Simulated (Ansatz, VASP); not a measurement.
**ZnO in VASP and in Ansatz**

```
Zn O
1.0
     0.00000    2.16486    2.16486
     2.16486    0.00000    2.16486
     2.16486    2.16486    0.00000
Zn O
1 1
Direct
  0.00000 0.00000 0.00000
  0.50000 0.50000 0.50000
```

Alike in both runs: task single point; functional LDA; k mesh 12 × 12 × 12; occupations gaussian, width 0.02 eV; no spin polarisation.

|  | VASP | Ansatz |
| --- | --- | --- |
| version | VASP 6.6.1 | Ansatz 0.2.0 |
| potentials or method | VASP PAW LDA potentials, release 64 (Zn, O) | scalar-relativistic, plane waves, PAW |
| plane-wave cutoff (eV) | 520 | 420 |
| valence electrons in the cell | 18 | 18 |

```tsv
	VASP	Ansatz	Ansatz less VASP
gap on the k mesh at the Fermi level (eV)	0.71	0.71	0.000
least direct gap on the mesh (eV)	1.95	1.96	+0.007
pressure (GPa)	-13.0	-14.1	-1.11
```

A k mesh can miss the band edges.
